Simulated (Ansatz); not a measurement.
Defect: P vacancy in zinc-blende AlP, charge state +3. The step: one P atom jumps into the vacancy from a nearby P site (strongly reconstructed ends); the atom moves 3.96 Å along (0.00, -0.51, -0.51) of the unit cell; the moving atom starts with neighbours Al at 2.31, 2 Al at 2.39, Al at 2.42 Å and ends with Al at 2.31, 2 Al at 2.39, Al at 2.42 Å. DFT values are from Ansatz (plane-wave PAW, 420 eV unless said) in a cell of 64 host sites, spin-restricted, static, with no finite-size correction. The charge state is imposed; whether it is stable for some Fermi level was not computed. Forms of the defect that were not tried may lie lower. For the PBE band: the program found a first-order saddle point.

| Level | Forward barrier (eV) | Cost of the band or of the saddle's single point |
|---|---|---|
| PBE, a 2×2×2 k-point mesh shifted by half a step, band relaxed | 2.13 | around 2.0 core-hours (rough) |
| PBE, a 3×3×3 k-point mesh shifted by half a step, same geometries | 2.13 | around 5 core-minutes (rough) |
| r2SCAN at 500 eV, a 2×2×2 k-point mesh shifted by half a step, same geometries | 2.43 | about 3 core-minutes (a rough figure) |

Ansatz is a first-principles code.
